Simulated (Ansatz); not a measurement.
# ZrC in Ansatz: the effect of functional

Crystal: ZrC.

```
Zr C
1.0
     3.39148    0.00000    0.00000
    -1.69574    2.93710    0.00000
     0.00000    0.00000    5.29005
Zr C
2 2
Cartesian
  1.6957 0.9790 3.9675
  0.0000 1.9581 1.3225
  0.0000 0.0000 2.6450
  0.0000 0.0000 0.0000
```

The cell comes from a database or a generator and needn't be the stable form of this composition.

Alike in all runs:

```yaml
Program: Ansatz 0.2.0
Task: band structure
Potentials_or_basis: Ansatz PAW
k_mesh: 7 × 7 × 4
Occupations: fermi-dirac, width 0.05 eV
Spin: no spin polarisation
```

Question: One run gave: pressure 4.9 GPa. Which functional did it use?
A. BLYP
B. r2SCAN
C. PBEsol
D. RPBE
E. LDA

Answer: A.

```tsv
functional	cutoff	pressure (GPa)
BLYP	420 eV (not typed: the program's choice for these potentials)	4.9
r2SCAN	500 eV (not typed: the program's choice for these potentials)	-2.3
LDA	420 eV (not typed: the program's choice for these potentials)	-11.8
PBEsol	420 eV (not typed: the program's choice for these potentials)	-7.9
RPBE	420 eV (not typed: the program's choice for these potentials)	0.9
revPBE	420 eV (not typed: the program's choice for these potentials)	0.0
```

Caveats: the PAW data sets come from PBE, with cores solved anew for the run's functional, which leaves a small shift of forces and pressure.

Runs at the PBE level aren't shown here.
